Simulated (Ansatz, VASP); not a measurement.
**MnO: VASP beside Ansatz**

```
Mn O
1.0
     0.00000    2.22391    2.22391
     2.22391    0.00000    2.22391
     2.22391    2.22391    0.00000
Mn O
1 1
Direct
  0.00000 0.00000 0.00000
  0.50000 0.50000 0.50000
```

The cell is a database's computed one.

Alike in both runs: task single point; functional PBE; k mesh 10 × 10 × 10; occupations gaussian, width 0.015 eV; collinear spin.

|  | VASP | Ansatz |
| --- | --- | --- |
| version | VASP 6.6.1 | Ansatz 0.2.0 |
| potentials or method | VASP PAW PBE potentials, release 64 (Mn_pv, O), cutoff 520 eV | all-electron LAPW, scalar-relativistic |

VASP gave:

- gap on the k mesh at the Fermi level (eV): none
- pressure (GPa): 0.4
- net moment per atom (μB): 2.40
- size of the moment on the site where the two differ most (μB): 0.21

Estimate Ansatz's values.

gap on the k mesh at the Fermi level (eV): none; pressure (GPa): 0.2; net moment per atom (μB): 2.40; size of the moment on the site where the two differ most (μB): 0.24.

Site moments also hang on the region over which each program counts them. A gap of «none» marks a metal or a gap that the smearing closes. Ansatz ran all-electron here, so the differences hold the error of VASP's frozen core and of both bases.

Caveats: a cell with one magnetic atom can't hold antiferromagnetic order, which such compounds often take; semilocal functionals often make such compounds metallic where correlation or magnetic order opens a gap, which also shifts bond lengths.
